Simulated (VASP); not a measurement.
# W2C3 (R-3m) in VASP: relaxation of cell and atoms with PBE

Aim: the relaxation of cell and atoms of W2C3 with PBE.

Program: VASP 6.6.1. These are calculated values, not measurements. Logs are shortened: lines on timing, memory, paths and dates and some standing lists are left out, and cuts for length are marked.

**1. Starting point**

Symmetry: R-3m, No. 166, trigonal system. Conventional cell: a = 4.589 Å, b = 4.589 Å, c = 13.698 Å, α = 90.00°, β = 90.00°, γ = 120.00°. W (site symmetry -3m) is surrounded by 6 C at 2.64 Å. W (site symmetry -3m) has 6 C at 2.29 Å as nearest neighbours. C (site symmetry 2/m) is surrounded by 2 W at 2.29 Å and 4 C at 2.29 Å.

The cell was built by a generator and needn't be a form met in nature.

**2. Relaxation of cell and atoms, PBE**

The input, INCAR:

```
ALGO = Fast ; EDIFF = 1E-4
EDIFFG = -0.08 ; ENCUT = 520
GGA = PE ; IBRION = 2
ISIF = 3 ; ISMEAR = 0
LASPH = True ; LCHARG = False
LREAL = False ; LWAVE = False
NELM = 60 ; NSW = 24
PREC = Normal ; SIGMA = 0.15
```

The input, KPOINTS:

```
k-points
0
Gamma
  5 5 5
```

The input, POSCAR:

```
W2C3
1.0
    2.2943422200      1.3246391000      4.5660580500
   -2.2943422200      1.3246391000      4.5660580500
    0.0000000000     -2.6492782000      4.5660580500
W C
2 3
Direct
    0.0000000000      0.0000000000      0.0000000000
    0.5000000000      0.5000000000      0.5000000000
    0.0000000000      0.0000000000      0.5000000000
    0.5000000000      0.0000000000      0.0000000000
    0.0000000000      0.5000000000      0.0000000000
```

Potentials or basis: VASP PAW PBE potentials, release 64 (W_sv, C).

Command:

```console
$ cat potpaw_PBE.64/W_sv/POTCAR potpaw_PBE.64/C/POTCAR > POTCAR
$ mpirun -np 1 vasp_std > vasp.out
```

OUTCAR:

```text
EDIFF = 1E-4
   EDIFFG = -0.08
   ENCUT = 520
   GGA = PE
   IBRION = 2
   ISIF = 3
   ISMEAR = 0
   LASPH = True
   LREAL = False
   NELM = 60
   NSW = 24
   PREC = Normal

 ion  position               nearest neighbor table
   1  0.000  0.000  0.000-   4 2.64   5 2.64   5 2.64   4 2.64   3 2.64   3 2.64
   2  0.500  0.500  0.500-   3 2.29   3 2.29   4 2.29   4 2.29   5 2.29   5 2.29
   3  0.000  0.000  0.500-   2 2.29   2 2.29   1 2.64   1 2.64
   4  0.500  0.000  0.000-   2 2.29   2 2.29   1 2.64   1 2.64
   5  0.000  0.500  0.000-   2 2.29   2 2.29   1 2.64   1 2.64

  LATTYP: Found a trigonal (rhomboedric) cell.
 ALAT       =     5.2789734877
 COS(alpha) =     0.6222126353

  Lattice vectors:

 A1 = (   2.2943422200,   1.3246391000,   4.5660580500)
 A2 = (  -2.2943422200,   1.3246391000,   4.5660580500)
 A3 = (   0.0000000000,  -2.6492782000,   4.5660580500)

Analysis of symmetry for initial positions (statically):
=====================================================================
 Subroutine PRICEL returns:
 Original cell was already a primitive cell.

 Routine SETGRP: Setting up the symmetry group for a
 trigonal (rhombohedral) supercell.

 Subroutine GETGRP returns: Found 12 space group operations
 (whereof 12 operations were pure point group operations)
 out of a pool of 12 trial point group operations.

The static configuration has the point symmetry D_3d.

Analysis of symmetry for dynamics (positions and initial velocities):
=====================================================================
 Subroutine PRICEL returns:
 Original cell was already a primitive cell.

 Routine SETGRP: Setting up the symmetry group for a
 trigonal (rhombohedral) supercell.

 Subroutine GETGRP returns: Found 12 space group operations
 (whereof 12 operations were pure point group operations)
 out of a pool of 12 trial point group operations.

The dynamic configuration has the point symmetry D_3d.

 Subroutine INISYM returns: Found 12 space group operations
 (whereof 12 operations are pure point group operations),
 and found     1 'primitive' translations

----------------------------------------------------------------------------------------

                                     Primitive cell

  volume of cell :      83.2623

  direct lattice vectors                    reciprocal lattice vectors
     2.294342220  1.324639100  4.566058050     0.217927385  0.125820434  0.073002430
    -2.294342220  1.324639100  4.566058050    -0.217927385  0.125820434  0.073002430
     0.000000000 -2.649278200  4.566058050     0.000000000 -0.251640868  0.073002430

  length of vectors
     5.278973488  5.278973488  5.278973489     0.262016186  0.262016186  0.262016185

  position of ions in fractional coordinates (direct lattice)
     0.000000000  0.000000000  0.000000000
     0.500000000  0.500000000  0.500000000
     0.000000000  0.000000000  0.500000000
     0.500000000  0.000000000  0.000000000
     0.000000000  0.500000000  0.000000000

  ion indices of the primitive-cell ions
   primitive index   ion index
                 1           1
                 2           2
                 3           3
                 4           4
                 5           5

----------------------------------------------------------------------------------------

 KPOINTS: k-points

Automatic generation of k-mesh.
 Grid dimensions read from file:
 generate k-points for:    5    5    5

 Generating k-lattice:

  Cartesian coordinates                     Fractional coordinates (reciprocal lattice)
     0.043585477  0.025164087  0.014600486     0.200000000  0.000000000  0.000000000
    -0.043585477  0.025164087  0.014600486     0.000000000  0.200000000  0.000000000
     0.000000000 -0.050328174  0.014600486     0.000000000  0.000000000  0.200000000

  Length of vectors
     0.052403237  0.052403237  0.052403237

  Shift w.r.t. Gamma in fractional coordinates (k-lattice)
     0.000000000  0.000000000  0.000000000

 Subroutine IBZKPT returns following result:
 ===========================================

 Found     19 irreducible k-points:

 Following reciprocal coordinates:
            Coordinates               Weight
  0.000000  0.000000  0.000000      1.000000
  0.200000  0.000000  0.000000      6.000000
  0.400000 -0.000000  0.000000      6.000000
  0.200000  0.200000  0.000000      6.000000
  0.400000  0.200000  0.000000     12.000000
 -0.400000  0.200000 -0.000000     12.000000
[... 11 lines left out ...]
  0.400000  0.400000  0.400000      2.000000
 -0.400000  0.400000  0.400000      6.000000
   k-points           NKPTS =     19   k-points in BZ     NKDIM =     19   number of bands    NBANDS=     24
   number of dos      NEDOS =    301   number of ions     NIONS =      5
   total plane-waves  NPLWV =  27000
   dimension x,y,z NGX =    30 NGY =   30 NGZ =   30
   dimension x,y,z NGXF=    60 NGYF=   60 NGZF=   60
   ions per type =               2   3
   NGX,Y,Z   is equivalent  to a cutoff of   9.45,  9.45,  9.45 a.u.
   NGXF,Y,Z  is equivalent  to a cutoff of  18.90, 18.90, 18.90 a.u.
 SYSTEM =  unknown system
   PREC   = normal    normal or accurate (medium, high low for compatibility)
   ISTART =      0    job   : 0-new  1-cont  2-samecut
   ICHARG =      2    charge: 1-file 2-atom 10-const
   ISPIN  =      1    spin polarized calculation?
   LNONCOLLINEAR =      F non collinear calculations
   LSORBIT =      F    spin-orbit coupling
   LASPH  =      T    aspherical Exc in radial PAW
   ENCUT  =  520.0 eV  38.22 Ry    6.18 a.u.   9.82  9.82  9.82*2*pi/ulx,y,z
   NELM   =     60;   NELMIN=  2; NELMDL= -5     # of ELM steps
   EDIFF  = 0.1E-03   stopping-criterion for ELM
   LREAL  =      F    real-space projection
   EDIFFG = -.8E-01   stopping-criterion for IOM
   NSW    =     24    number of steps for IOM
   IBRION =      2    ionic relax: 0-MD 1-quasi-New 2-CG
   NFREE  =      1    steps in history (QN), initial steepest desc. (CG)
   ISIF   =      3    stress and relaxation
   ISYM   =      2    0-nonsym 1-usesym 2-fastsym
   POTIM  = 0.5000    time-step for ionic-motion
   TEBEG  =    0.0;   TEEND  =   0.0 temperature during run
   PSTRESS=    0.0 pullay stress
   NELECT =      40.0000    total number of electrons
   NUPDOWN=      -1.0000    fix difference up-down
   EMIN   =  10.00;   EMAX   =-10.00  energy-range for DOS
   EFERMI =   0.00;   METHOD = LEGACY
   ISMEAR =     0;   SIGMA  =   0.15  broadening in eV -4-tet -1-fermi 0-gaus
   EFERMI_NEDOS =   21; number of points for ismear=-14 and -15
   IALGO  =     68    algorithm
   IMIX   =      4    mixing-type and parameters
     AMIX     =   0.40;   BMIX     =  1.00
     AMIX_MAG =   1.60;   BMIX_MAG =  1.00
  volume/ion in A,a.u.               =      16.65       112.38
  Fermi-wavevector in a.u.,A,eV,Ry     =   1.282169  2.422948 22.367405  1.643958
  Thomas-Fermi vector in A             =   2.414496
   LORBIT       =      0    0 simple, 1 ext, 2 COOP (PROOUT), +10 PAW based schemes
   GGA     = PE    functional components
   LHFCALC =     F    Hartree Fock is set to
   AEXX    =    0.0000 exact exchange contribution
   IVDW    =     0    specifies the selected vdW correction
   LEPSILON=     F    determine dielectric tensor
   LRPA    =     F    only Hartree local field effects (RPA)
 conjugate gradient relaxation of ions
 non-spin polarized calculation
 RMM-DIIS sequential band-by-band and
 Gauss-broadening in eV      SIGMA  =   0.15
  energy-cutoff  :      520.00
  volume of cell :       83.26
 maximum number of plane-waves:      2267
   NGX = 19   NGY = 19   NGZ = 19

--------------------------------------- Ionic step        1  -------------------------------------------

 number of electron      39.9999992 magnetization

 Free energy of the ion-electron system (eV)
  ---------------------------------------------------
  ext. energy  EPLUGINS =         0.00000000
  ---------------------------------------------------
  free energy    TOTEN  =       -40.54155835 eV

  energy without entropy =      -40.50383388  energy(sigma->0) =      -40.52269612

------------------------ aborting loop because EDIFF is reached ----------------------------------------

  FORCE on cell =-STRESS in cart. coord.  units (eV):
  Direction    XX          YY          ZZ          XY          YZ          ZX
  --------------------------------------------------------------------------------------
  -------------------------------------------------------------------------------------
  Total      -18.7514879    -18.7514879    -25.7581647      0.0000000     -0.0000000      0.0000000
  in kB     -360.8260376   -360.8260385   -495.6522164      0.0000000     -0.0000000      0.0000000
  external PRESSURE =    -405.7680975 kB  Pullay stress =       0.0000000 kB
[... 24 lines left out ...]
  energy  without entropy=      -40.5038338804  energy(sigma->0) =      -40.52269612

--------------------------------------- Ionic step        2  -------------------------------------------

 number of electron      39.9999996 magnetization

 E-fermi :  13.2038     XC(G=0): -14.2039

 val. band max:       13.0924741428   @ k =  -0.4000   0.2000  -0.0000
 cond. band min:      13.3217731282   @ k =   0.4000   0.4000   0.0000
 fundamental gap:      0.2292989854
 Fermi energy:        13.2038153749

 k-point     1 :       0.0000    0.0000    0.0000
  band No.  band energies     occupation
      1     -60.8465      2.00000
      2     -60.6083      2.00000
      3     -26.1958      2.00000
      4     -26.0139      2.00000
      5     -26.0139      2.00000
      6     -24.8949      2.00000
[... 573 lines left out ...]
  FREE ENERGIE OF THE ION-ELECTRON SYSTEM (eV)
  ---------------------------------------------------
  free  energy   TOTEN  =       -45.4041767102 eV

  energy  without entropy=      -45.3804705685  energy(sigma->0) =      -45.39232364

[... ionic steps 4 to 9 ...]

--------------------------------------- Ionic step       10  -------------------------------------------

 number of electron      40.0000009 magnetization

------------------------ aborting loop because EDIFF is reached ----------------------------------------

  FORCE on cell =-STRESS in cart. coord.  units (eV):
  Direction    XX          YY          ZZ          XY          YZ          ZX
  --------------------------------------------------------------------------------------
  -------------------------------------------------------------------------------------
  Total        2.8362164      2.8362164      0.9218543      0.0000000     -0.0000000      0.0000000
  in kB       81.9247677     81.9247678     26.6279755      0.0000000     -0.0000000      0.0000000
  external PRESSURE =      63.4925037 kB  Pullay stress =       0.0000000 kB
[... 63 lines left out ...]
  energy  without entropy=      -46.4518667137  energy(sigma->0) =      -46.46746644

--------------------------------------- Ionic step       12  -------------------------------------------

 number of electron      40.0000007 magnetization

 Free energy of the ion-electron system (eV)
  ---------------------------------------------------
  ext. energy  EPLUGINS =         0.00000000
  ---------------------------------------------------
  free energy    TOTEN  =       -46.48558342 eV

  energy without entropy =      -46.45500478  energy(sigma->0) =      -46.47029410

 E-fermi :   8.8180     XC(G=0): -12.6005

 val. band max:        8.7736555736   @ k =  -0.4000  -0.4000   0.2000
 cond. band min:       8.8302025692   @ k =  -0.2000   0.2000   0.0000
 fundamental gap:      0.0565469955
 Fermi energy:         8.8179806891

 k-point     1 :       0.0000    0.0000    0.0000
  band No.  band energies     occupation
      1     -65.5601      2.00000
      2     -65.4651      2.00000
      3     -30.1112      2.00000
      4     -29.9983      2.00000
      5     -29.9983      2.00000
      6     -29.5380      2.00000
[... 534 lines left out ...]
  FREE ENERGIE OF THE ION-ELECTRON SYSTEM (eV)
  ---------------------------------------------------
  free  energy   TOTEN  =       -46.4855834220 eV

  energy  without entropy=      -46.4550047849  energy(sigma->0) =      -46.47029410

 reached required accuracy - stopping structural energy minimisation
```

Wall time 1.8 min (1 thread of Intel Xeon 6975P-C (Granite Rapids), shared host); peak memory 0.19 GiB.

What came out:

```yaml
Free_energy: -46.4856 eV
Relaxed_volume: 11.32 Å³/atom
Relaxed_cell: a = 4.293 Å, b = 4.293 Å, c = 4.293 Å, α = 60.51°, β = 60.51°, γ = 60.51°
Space_group_after_relaxing_to_0.05_Å: R-3m (No. 166)
Energy_gained_by_relaxing: 1188.8 meV/atom
Ionic_steps: 12
Pressure_after_relaxing: 0.2 GPa
Band_gap_on_the_k_mesh: none (metal or under the smearing width)
```

The path:
| step | energy change (eV) | largest force (eV/Å) | pressure (GPa) | volume (Å³) |
| --- | --- | --- | --- | --- |
| 1 | 0.0000 | 0.0000 | -40.58 | 83.26 |
| 2 | 0.5431 | 0.0000 | 161.82 | 41.98 |
| 3 | -4.8626 | 0.0000 | -1.49 | 58.19 |
| 4 | -4.8827 | 0.0000 | 2.05 | 57.37 |
| 5 | -5.6806 | 0.0000 | 21.97 | 53.00 |
| 6 | -5.8199 | 0.0000 | 13.56 | 54.18 |
| 7 | -5.7502 | 0.0000 | -15.37 | 60.36 |
| 8 | -5.9415 | 0.0000 | -0.70 | 56.82 |
| 9 | -5.9416 | 0.0000 | -0.80 | 56.77 |
| 10 | -5.9119 | 0.0000 | 6.35 | 55.47 |
| 11 | -5.9415 | 0.0000 | -0.21 | 56.71 |
| 12 | -5.9440 | 0.0000 | 0.21 | 56.60 |

Final structure:
```
W C
1.0
     2.16324    1.24895    3.49167
    -2.16324    1.24895    3.49167
     0.00000   -2.49789    3.49167
W C
2 3
Direct
  0.00000 0.00000 0.00000
  0.50000 0.50000 0.50000
  0.00000 0.00000 0.50000
  0.50000 0.00000 0.00000
  0.00000 0.50000 0.00000
```

Caveat: the volume moved by over 15 % at a fixed basis, so the end points are rough; the relaxation stopped at a loose force limit of 0.08 eV/Å, so its end isn't a converged minimum.
